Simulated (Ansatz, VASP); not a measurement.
## One calculation of Li2S, two programs

```xyz
3
Lattice="0.0000 2.8273 2.8273 2.8273 0.0000 2.8273 2.8273 2.8273 0.0000" Properties=species:S:1:pos:R:3 pbc="T T T"
Li    1.4137    1.4137    1.4137
Li    4.2410    4.2410    4.2410
S     0.0000    0.0000    0.0000
```

Alike in both runs: functional PBEsol; k mesh 8 × 8 × 8; no spin polarisation.

Ansatz relaxed the structure, and its values are those at the end. VASP's run is a single point on that final structure, the one shown.

```csv
,VASP,Ansatz
version,VASP 6.6.1,Ansatz 0.2.0
potentials or method,"VASP PAW PBE potentials, release 64 (Li_sv, S)","scalar-relativistic, plane waves, PAW"
plane-wave cutoff (eV),520,420
occupations,"gaussian, width 0.01 eV",fixed
valence electrons in the cell,12,12
```

Ansatz gave:

```
gap on the k mesh at the Fermi level (eV) : 3.20
least direct gap on the mesh (eV)         : 4.21
```

**Question.** Estimate VASP's values.

**Answer.** gap on the k mesh at the Fermi level (eV): 3.20; least direct gap on the mesh (eV): 4.22.

 A k mesh can miss the band edges.
